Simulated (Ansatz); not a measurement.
# Be (Fm-3m)

Theory: Ansatz 0.2.0, DFT PBE, scalar-relativistic, plane waves, PAW.

Cutoff 420 eV; k points 34×34×34 on the computed 1-atom cell (Γ-centred); Gaussian smearing, width 0.10 eV; no spin polarisation.

The structure is relaxed at this level of theory with its symmetry kept, and needn't be the ground state of this composition.

```yaml
crystal:
  lattice:
    - [-1.11656, 1.11656, 1.57803]
    - [1.11656, -1.11656, 1.57803]
    - [1.11656, 1.11656, -1.57803]
  atoms:
    - { symbol: Be, position: [0.50000, 0.50000, 0.00000] }
```

(1) Energy over the standard state (uncorrected)?

(2) Kohn–Sham band gap?

(3) Density of states at the Fermi level?

(4) Bulk modulus?

(5) Its pressure derivative?

(6) Bader charge by site (e)?

Answers

(1) +0.083 eV/atom.

(2) none (metal).

(3) 0.1 states/eV per cell.

(4) 119 GPa.

(5) 3.9.

(6) Be (1 in the cell) 0.00.

The cell was found from a structure generator's guess, not taken from experiment.
